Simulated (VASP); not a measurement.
**CaSe (zincblende): one PBE relaxation of cell and atoms in two programs**

Start cell

```yaml
crystal:
  lattice:
    - [0.00000, 3.25683, 3.25683]
    - [3.25683, 0.00000, 3.25683]
    - [3.25683, 3.25683, 0.00000]
  atoms:
    - { symbol: Ca, position: [0.00000, 0.00000, 0.00000] }
    - { symbol: Se, position: [0.25000, 0.25000, 0.25000] }
```

The two codes use different PAW datasets and cutoffs. VASP's cell holds 16 valence electrons and Ansatz's 26.

Cutoffs: 600 eV in VASP, 420 eV in Ansatz. k meshes: 6×6×6 and 6×6×6.

```json
{"": "relaxed cell vector lengths", "VASP": "4.664, 4.664, 4.664 Å", "Ansatz": "4.659, 4.659, 4.659 Å"}
{"": "relaxed cell volume", "VASP": "71.75 Å³", "Ansatz": "71.53 Å³"}
```
